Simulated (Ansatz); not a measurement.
## HfB₂: vibrational free energy, entropy and heat capacity

Level of theory: Ansatz 0.2.0, DFT PBE, scalar-relativistic, plane waves, PAW. Plane waves to 420 eV; Γ-centred k mesh 18×18×14; Fermi-Dirac smearing of 0.15 eV. No spin polarisation. Phonons by linear response, acoustic sum rule imposed.

The cell, relaxed at this level:
```
Hf B
1.0
     3.14597    0.00000    0.00000
    -1.57299    2.72449    0.00000
     0.00000    0.00000    3.48613
Hf B
1 2
Direct
  0.00000 0.00000 0.00000
  0.33333 0.66667 0.50000
  0.66667 0.33333 0.50000
```

It was relaxed at this level from a cell as deposited in COD. In a metal, frequencies and elastic constants depend on the k mesh and the smearing, soft modes and shear constants most. Spin–orbit coupling is left out, which matters for heavy elements. The q mesh is coarse, so values between its points are rough.

Force constants from linear response on a 3×3×2 q mesh, interpolated to a fine mesh.

Phonon density of states, in bins of 20 cm⁻¹:
(bin centre (cm⁻¹), share of modes (%)): (10, 0.0), (30, 0.0), (50, 0.1), (70, 0.3), (90, 0.6), (110, 1.1), (130, 2.2), (150, 5.7), (170, 16.0), (190, 7.2), (210, 0.0), (230, 0.0), (250, 0.0), (270, 0.0), (290, 0.0), (310, 0.0), (330, 0.0), (350, 0.0), (370, 0.0), (390, 0.0), (410, 0.1), (430, 0.8), (450, 1.5), (470, 2.0), (490, 2.9), (510, 5.0), (530, 6.4), (550, 8.4), (570, 4.2), (590, 4.1), (610, 3.3), (630, 1.4), (650, 1.6), (670, 2.1), (690, 1.2), (710, 0.9), (730, 2.9), (750, 7.2), (770, 4.8), (790, 4.9), (810, 1.0)

(1) What is the zero-point energy per atom?

(2) How large are the vibrational entropy and heat capacity at 300 K?

(3) Tabulate them against temperature.

## Answers

(1) 87.3 meV.

(2) S = 1.74 k_B and C_V = 1.96 k_B per atom, 65 % of the Dulong–Petit value.

(3)
```tsv
T (K)	F_vib (meV/atom)	S (k_B/atom)	C_V (k_B/atom)
100	86.3	0.37	0.68
200	80.2	1.06	1.39
300	68.0	1.74	1.96
400	50.3	2.36	2.31
500	27.6	2.90	2.52
600	0.5	3.37	2.65
700	-30.3	3.78	2.73
800	-64.6	4.15	2.79
900	-101.8	4.49	2.83
1000	-141.8	4.79	2.86
```
